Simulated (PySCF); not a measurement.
**Dipole moment and polarisability across levels of theory**

Compound: C4H10O.
SMILES: `CCCCO`

PySCF, dipoles from the SCF density, polarisabilities from static response with core orbitals frozen. One conformer (not necessarily the lowest) at the PBE0-D3(BJ)/def2-SVP geometry, without solvent, vibrations or thermal averaging.

**Question.** Compare the levels for these properties.

**Answer.** 

| level | μ (D) | α (Å³) | error (%) | anisotropy (Å³) |
| --- | --- | --- | --- | --- |
| CAM-B3LYP/def2-SVPD | 1.593 | 8.41 | -1.8 | 2.07 |
| wB97X-D/def2-SVPD | 1.566 | 8.40 | -2.0 | 2.06 |
| LC-wPBE/def2-SVPD | 1.603 | 8.19 | -4.4 | 1.97 |
| PBE0/6-31G* | 1.498 | 7.02 | -18.1 | 1.80 |
| PBE0/6-31+G* | 1.692 | 7.74 | -9.6 | 1.74 |
| PBE0/def2-SVP | 1.486 | 7.27 | -15.2 | 1.87 |
| PBE0/aug-cc-pVDZ | 1.491 | 8.65 | +0.9 | 2.29 |
| PBE0/def2-TZVP | 1.503 | 8.17 | -4.7 | 2.14 |
| PBE0/def2-TZVPD | 1.489 | 8.63 | +0.7 | 2.28 |

Reference polarisability: 8.570 Å³ (measured, gas; NIST CCCBDB Release 22 (SRD 101), experimental polarizabilities). The anisotropy is √(½[(α1 − α2)² + (α2 − α3)² + (α3 − α1)²]). For the polarisability, the smallest error is 0.7% (PBE0/def2-TZVPD) and the largest 18.1% (PBE0/6-31G*). The dipole runs from 1.49 D (PBE0/def2-SVP) to 1.69 D (PBE0/6-31+G*). With PBE0 the polarisability is 7.49 Å³ without diffuse functions (mean of 6-31G*, def2-SVP and def2-TZVP) and 8.34 Å³ with them (mean of 6-31+G*, aug-cc-pVDZ and def2-TZVPD). Measured values can belong to vibrating molecules and may average over conformers; the computed ones are for one fixed geometry.
